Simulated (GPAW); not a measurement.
TiCo in GPAW: convergence with k mesh

TiCo:

```
Co Ti
1.0
     2.98611    0.00000    0.00000
     0.00000    2.98611    0.00000
     0.00000    0.00000    2.98611
Co Ti
1 1
Direct
  0.50000 0.50000 0.50000
  0.00000 0.00000 0.00000
```

The cell comes from a database or a generator and needn't be the stable form of this composition.

```yaml
Program: GPAW 26.7.0
Task: hyperfine couplings
Functional: RPBE
Potentials_or_basis: the program's PAW data sets (release 1.2.1) made for this functional
Cutoff: 450 eV
Basis: pw
k_mesh: 3 × 3 × 3
Occupations: fermi-dirac, width 0.05 eV
Spin: collinear spin, ferrimagnetic start
Starting_moments: "[2.0, -0.5] μB"
```

These are the settings of the first run; the series varies k mesh, with any setting tied to it.

Hardware: 1 thread of Arm Neoverse V1, with other jobs on the host.

```tsv
k mesh	energy less the tightest run, at zero smearing (meV/atom)	pressure (GPa)	largest site moment (μB)	SCF cycles	CPU time (s)	peak memory (GiB)
3 × 3 × 3	-22.80	-3.02	0.60	15	6.6	0.13
4 × 4 × 4	-21.21	-0.04	0.98	17	12	0.13
6 × 6 × 6	15.88	-0.15	0.85	19	21	0.14
7 × 7 × 7	-5.50	0.45	0.98	15	17	0.14
8 × 8 × 8	5.15	1.22	1.04	15	27	0.15
10 × 10 × 10	0.00	0.67	1.00	15	41	0.16
```

Not settled before the last step: the energy (to 1 meV/atom), the pressure (to 0.1 GPa), the largest site moment (to 0.02 μB). Meshes of other sizes hit other points, so gaps and Fermi surfaces needn't settle smoothly. The tightest run that finished is the yardstick and may itself not be fully converged.

Caveat, for the tightest run too: the cutoff is short for stress and forces, so pressures can be off by a GPa or more; the dipolar part lacks the spin inside other atoms' spheres.
